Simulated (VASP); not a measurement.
# Sb (R-3m) in VASP: a series of runs, part 3 of 3

VASP 6.6.1. The steps go on from the part before.

**4. Relaxation of cell and atoms, PBE**

Input file INCAR:

```
SYSTEM = Sb
PREC = Accurate ; ENCUT = 300
EDIFF = 1E-6 ; ISMEAR = 1
SIGMA = 0.1 ; LREAL = .FALSE.
LASPH = .TRUE. ; NELM = 80
ALGO = Normal ; ISIF = 3
LWAVE = .FALSE. ; LCHARG = .FALSE.
GGA = PE ; IBRION = 2
NSW = 90 ; EDIFFG = -0.01
```

Input file KPOINTS:

```
Automatic mesh
0
G
  6 6 5
  0 0 0
```

Input file POSCAR:

```
Sb
1.0
    2.1542000000      1.2437279499      3.7580000000
   -2.1542000000      1.2437279499      3.7580000000
    0.0000000000     -2.4874558998      3.7580000000
Sb
2
Direct
    0.2334900000      0.2334900000      0.2334900000
    0.7665100000      0.7665100000      0.7665100000
```

Potentials or basis: VASP PAW PBE potentials, release 64 (Sb).

Run with:

```
$ cat potpaw_PBE.64/Sb/POTCAR > POTCAR
$ mpirun -np 1 vasp_std > vasp.out
```

OUTCAR:

```text
SYSTEM = Sb
   PREC = Accurate
   ENCUT = 300
   EDIFF = 1E-6
   ISMEAR = 1
   LREAL = .FALSE.
   LASPH = .TRUE.
   NELM = 80
   ISIF = 3
   GGA = PE
   IBRION = 2
   NSW = 90
   EDIFFG = -0.01

 ion  position               nearest neighbor table
   1  0.233  0.233  0.233-   2 2.91   2 2.91   2 2.91   2 3.35   2 3.35   2 3.35
   2  0.767  0.767  0.767-   1 2.91   1 2.91   1 2.91   1 3.35   1 3.35   1 3.35

  LATTYP: Found a trigonal (rhomboedric) cell.
 ALAT       =     4.5066618304
 COS(alpha) =     0.5430253624

  Lattice vectors:

 A1 = (   2.1542000000,   1.2437279499,   3.7580000000)
 A2 = (  -2.1542000000,   1.2437279499,   3.7580000000)
 A3 = (   0.0000000000,  -2.4874558998,   3.7580000000)

Analysis of symmetry for initial positions (statically):
=====================================================================
 Subroutine PRICEL returns:
 Original cell was already a primitive cell.

 Routine SETGRP: Setting up the symmetry group for a
 trigonal (rhombohedral) supercell.

 Subroutine GETGRP returns: Found 12 space group operations
 (whereof 12 operations were pure point group operations)
 out of a pool of 12 trial point group operations.

The static configuration has the point symmetry D_3d.

Analysis of symmetry for dynamics (positions and initial velocities):
=====================================================================
 Subroutine PRICEL returns:
 Original cell was already a primitive cell.

 Routine SETGRP: Setting up the symmetry group for a
 trigonal (rhombohedral) supercell.

 Subroutine GETGRP returns: Found 12 space group operations
 (whereof 12 operations were pure point group operations)
 out of a pool of 12 trial point group operations.

The dynamic configuration has the point symmetry D_3d.

 Subroutine INISYM returns: Found 12 space group operations
 (whereof 12 operations are pure point group operations),
 and found     1 'primitive' translations

----------------------------------------------------------------------------------------

                                     Primitive cell

  volume of cell :      60.4115

  direct lattice vectors                    reciprocal lattice vectors
     2.154200000  1.243727950  3.758000000     0.232104726  0.134005726  0.088699663
    -2.154200000  1.243727950  3.758000000    -0.232104726  0.134005726  0.088699663
     0.000000000 -2.487455900  3.758000000     0.000000000 -0.268011452  0.088699663

  length of vectors
     4.506661830  4.506661830  4.506661830     0.282307932  0.282307932  0.282307932

  position of ions in fractional coordinates (direct lattice)
     0.233490000  0.233490000  0.233490000
     0.766510000  0.766510000  0.766510000

  ion indices of the primitive-cell ions
   primitive index   ion index
                 1           1
                 2           2

----------------------------------------------------------------------------------------
[... 72 lines left out ...]
 -0.166667  0.166667  0.200000      4.000000
 [... further k-points ...]
   k-points           NKPTS =     55   k-points in BZ     NKDIM =     55   number of bands    NBANDS=      9
   number of dos      NEDOS =    301   number of ions     NIONS =      2
   total plane-waves  NPLWV =  21952
   dimension x,y,z NGX =    28 NGY =   28 NGZ =   28
   dimension x,y,z NGXF=    56 NGYF=   56 NGZF=   56
   ions per type =               2
   NGX,Y,Z   is equivalent  to a cutoff of  10.33, 10.33, 10.33 a.u.
   NGXF,Y,Z  is equivalent  to a cutoff of  20.66, 20.66, 20.66 a.u.
 SYSTEM =  Sb
   PREC   = accura    normal or accurate (medium, high low for compatibility)
   ISTART =      0    job   : 0-new  1-cont  2-samecut
   ICHARG =      2    charge: 1-file 2-atom 10-const
   ISPIN  =      1    spin polarized calculation?
   LNONCOLLINEAR =      F non collinear calculations
   LSORBIT =      F    spin-orbit coupling
   LASPH  =      T    aspherical Exc in radial PAW
   ENCUT  =  300.0 eV  22.05 Ry    4.70 a.u.   6.36  6.36  6.36*2*pi/ulx,y,z
   NELM   =     80;   NELMIN=  2; NELMDL= -5     # of ELM steps
   EDIFF  = 0.1E-05   stopping-criterion for ELM
   LREAL  =      F    real-space projection
   EDIFFG = -.1E-01   stopping-criterion for IOM
   NSW    =     90    number of steps for IOM
   IBRION =      2    ionic relax: 0-MD 1-quasi-New 2-CG
   NFREE  =      1    steps in history (QN), initial steepest desc. (CG)
   ISIF   =      3    stress and relaxation
   ISYM   =      2    0-nonsym 1-usesym 2-fastsym
   POTIM  = 0.5000    time-step for ionic-motion
   TEBEG  =    0.0;   TEEND  =   0.0 temperature during run
   PSTRESS=    0.0 pullay stress
   NELECT =      10.0000    total number of electrons
   NUPDOWN=      -1.0000    fix difference up-down
   EMIN   =  10.00;   EMAX   =-10.00  energy-range for DOS
   EFERMI =   0.00;   METHOD = LEGACY
   ISMEAR =     1;   SIGMA  =   0.10  broadening in eV -4-tet -1-fermi 0-gaus
   EFERMI_NEDOS =   21; number of points for ismear=-14 and -15
   IALGO  =     38    algorithm
   IMIX   =      4    mixing-type and parameters
     AMIX     =   0.40;   BMIX     =  1.00
     AMIX_MAG =   1.60;   BMIX_MAG =  1.00
  volume/ion in A,a.u.               =      30.21       203.84
  Fermi-wavevector in a.u.,A,eV,Ry     =   0.898880  1.698637 10.993305  0.807985
  Thomas-Fermi vector in A             =   2.021644
   LORBIT       =      0    0 simple, 1 ext, 2 COOP (PROOUT), +10 PAW based schemes
   GGA     = PE    functional components
   LHFCALC =     F    Hartree Fock is set to
   AEXX    =    0.0000 exact exchange contribution
   IVDW    =     0    specifies the selected vdW correction
   LEPSILON=     F    determine dielectric tensor
   LRPA    =     F    only Hartree local field effects (RPA)
 conjugate gradient relaxation of ions
 non-spin polarized calculation
 Methfessel and Paxton  Order N= 1 SIGMA  =   0.10
  energy-cutoff  :      300.00
  volume of cell :       60.41
 maximum number of plane-waves:       722
 NGX is ok and might be reduce to    28
   NGX = 13   NGY = 13   NGZ = 13

--------------------------------------- Ionic step        1  -------------------------------------------

 number of electron      10.0000000 magnetization

 Free energy of the ion-electron system (eV)
  ---------------------------------------------------
  ext. energy  EPLUGINS =         0.00000000
  ---------------------------------------------------
  free energy    TOTEN  =        -8.25186350 eV

  energy without entropy =       -8.25165211  energy(sigma->0) =       -8.25179303

------------------------ aborting loop because EDIFF is reached ----------------------------------------

  FORCE on cell =-STRESS in cart. coord.  units (eV):
  Direction    XX          YY          ZZ          XY          YZ          ZX
  --------------------------------------------------------------------------------------
  -------------------------------------------------------------------------------------
  Total        1.1228143      1.1228143      0.9100823      0.0000000      0.0000000      0.0000000
  in kB       29.7782440     29.7782440     24.1363612      0.0000000      0.0000000      0.0000000
  external PRESSURE =      27.8976164 kB  Pullay stress =       0.0000000 kB
[... 239 lines left out ...]
--------------------------------------- Ionic step        8  -------------------------------------------

 number of electron       9.9999999 magnetization

 Free energy of the ion-electron system (eV)
  ---------------------------------------------------
  ext. energy  EPLUGINS =         0.00000000
  ---------------------------------------------------
  free energy    TOTEN  =        -8.27736663 eV

  energy without entropy =       -8.27708298  energy(sigma->0) =       -8.27727208

 E-fermi :   6.6163     XC(G=0):  -9.2999

 val. band max:        6.6156660629   @ k =   0.3333   0.1667   0.2000
 cond. band min:       6.7853000298   @ k =   0.5000   0.3333   0.4000
 fundamental gap:      0.1696339669
 Fermi energy:         6.6162607085

 k-point     1 :       0.0000    0.0000    0.0000
  band No.  band energies     occupation
      1      -5.7016      2.00000
      2       1.5678      2.00000
      3       4.7003      2.00000
      4       4.9255      2.00000
      5       4.9255      2.00000
      6       8.5950     -0.00000
      7       9.2195      0.00000
      8       9.2195      0.00000
      9      11.7930      0.00000
[... 265 lines left out ...]
 k-point    24 :      -0.1667    0.1667    0.2000
  band No.  band energies     occupation
      1      -4.5408      2.00000
      2      -0.9225      2.00000
      3       3.7485      2.00000
      4       4.1876      2.00000
      5       4.4280      2.00000
      6       8.3804     -0.00000
      7       8.5906     -0.00000
      8       9.3731      0.00000
      9      10.7893      0.00000

 [... further k-points ...]
[... 5 lines left out ...]
  --------------------------------------------------------------------------------------
  -------------------------------------------------------------------------------------
  Total       -0.0004679     -0.0004679      0.0009500      0.0000000      0.0000000      0.0000000
  in kB       -0.0117630     -0.0117630      0.0238855      0.0000000      0.0000000      0.0000000
  external PRESSURE =       0.0001198 kB  Pullay stress =       0.0000000 kB
[... 17 lines left out ...]
  FREE ENERGIE OF THE ION-ELECTRON SYSTEM (eV)
  ---------------------------------------------------
  free  energy   TOTEN  =        -8.2773666282 eV

  energy  without entropy=       -8.2770829839  energy(sigma->0) =       -8.27727208

 reached required accuracy - stopping structural energy minimisation
```

CONTCAR:

```text
Sb
   1.00000000000000
     2.1901163673773709    1.2644642742742238    3.8352658732136908
    -2.1901163673773709    1.2644642742742238    3.8352658732136908
    -0.0000000000000000   -2.5289285485484476    3.8352658732136908
  Sb
     2
Direct
     0.2327211414259883    0.2327211414259883    0.2327211414259883
     0.7672788585740117    0.7672788585740117    0.7672788585740117

  0.00000000E+00  0.00000000E+00  0.00000000E+00
  0.00000000E+00  0.00000000E+00  0.00000000E+00
```

Wall time 38 s (1 thread of Intel Xeon Platinum 8488C (Sapphire Rapids), shared host); peak memory 0.16 GiB.

What came out:

```yaml
Free_energy: -8.2774 eV
Relaxed_volume: 31.86 Å³/atom
Relaxed_cell: a = 4.594 Å, b = 4.594 Å, c = 4.594 Å, α = 56.94°, β = 56.94°, γ = 56.94°
Space_group_after_relaxing_to_0.05_Å: R-3m (No. 166)
Energy_gained_by_relaxing: 12.8 meV/atom
Ionic_steps: 8
Pressure_after_relaxing: 0.0 GPa
Band_gap_on_the_k_mesh: none (metal or under the smearing width)
```

The path:
| step | energy change (eV) | largest force (eV/Å) | pressure (GPa) | volume (Å³) |
| --- | --- | --- | --- | --- |
| 1 | 0.0000 | 0.1934 | 2.79 | 60.41 |
| 2 | -0.0136 | 0.2480 | -1.52 | 65.13 |
| 3 | -0.0242 | 0.0840 | 0.05 | 63.17 |
| 4 | -0.0247 | 0.0587 | 0.04 | 63.29 |
| 5 | -0.0252 | 0.0150 | 0.02 | 63.50 |
| 6 | -0.0253 | 0.0006 | 0.01 | 63.58 |
| 7 | -0.0254 | 0.0003 | 0.01 | 63.64 |
| 8 | -0.0255 | 0.0003 | 0.00 | 63.73 |

Final structure:
```yaml
crystal:
  lattice:
    - [2.19012, 1.26446, 3.83527]
    - [-2.19012, 1.26446, 3.83527]
    - [0.00000, -2.52893, 3.83527]
  atoms:
    - { symbol: Sb, position: [0.23272, 0.23272, 0.23272] }
    - { symbol: Sb, position: [0.76728, 0.76728, 0.76728] }
```

Levels at points of the mesh, in eV from the Fermi level:
| k point | band 1 | band 2 | band 3 | band 4 | band 5 | band 6 | band 7 | band 8 | band 9 |
| --- | --- | --- | --- | --- | --- | --- | --- | --- | --- |
| (0.00, 0.00, 0.00) | -12.32 | -5.05 | -1.92 | -1.69 | -1.69 | 1.98 | 2.60 | 2.60 | 5.18 |
| (0.50, 0.00, 0.00) | -10.12 | -9.38 | -1.86 | -1.75 | -0.26 | -0.21 | 0.26 | 0.63 | 7.47 |
| (0.50, 0.50, 0.00) | -10.14 | -7.95 | -5.09 | -3.49 | -3.42 | 1.67 | 4.68 | 5.33 | 6.49 |

The run has no spin-orbit coupling, so splittings on Sb are missing. PBE usually gives volumes a little too large and moduli too small.
